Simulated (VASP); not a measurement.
Pd:

```
Pd
1.0
    -1.54319    1.54319    1.54319
     1.54319   -1.54319    1.54319
     1.54319    1.54319   -1.54319
Pd
1
Direct
  0.00000 0.00000 0.00000
```

This isn't the form of Pd at room conditions, which is fcc.

| Property | Result |
| --- | --- |
| Program | VASP 6.6.1 |
| Task | relaxation of cell and atoms |
| Functional | RPBE |
| Potentials or basis | VASP PAW PBE potentials, release 64 (Pd) |
| Cutoff | 600 eV |
| k mesh | 18 × 18 × 18 |
| Occupations | gaussian, width 0.1 eV |
| Spin | no spin polarisation |

At the start: pressure 13.5 GPa; volume 14.70 Å³/atom.

Task: Where does the relaxation end?

Result: Over 4 steps the energy falls by 44.8 meV/atom and the volume is 15.86 Å³/atom (+7.9 %); space group Im-3m (No. 229, to 0.05 Å).

The path:
| step | energy change (eV) | largest force (eV/Å) | pressure (GPa) | volume (Å³) |
| --- | --- | --- | --- | --- |
| 1 | 0.0000 | 0.0000 | 13.55 | 14.70 |
| 2 | 0.0175 | 0.0000 | -10.78 | 17.51 |
| 3 | -0.0447 | 0.0000 | -0.23 | 15.88 |
| 4 | -0.0448 | 0.0000 | -0.01 | 15.86 |

Final structure:
```cif
data_structure
_symmetry_space_group_name_H-M 'P 1'
_symmetry_Int_Tables_number 1
_cell_length_a 2.7411
_cell_length_b 2.7411
_cell_length_c 2.7411
_cell_angle_alpha 109.471
_cell_angle_beta 109.471
_cell_angle_gamma 109.471
_cell_volume 15.86
loop_
_atom_site_label
_atom_site_type_symbol
_atom_site_fract_x
_atom_site_fract_y
_atom_site_fract_z
_atom_site_occupancy
Pd1 Pd 0.00000 0.00000 0.00000 1
```

Caveat: the PAW data sets were made with another functional, which shifts forces and pressure a little.
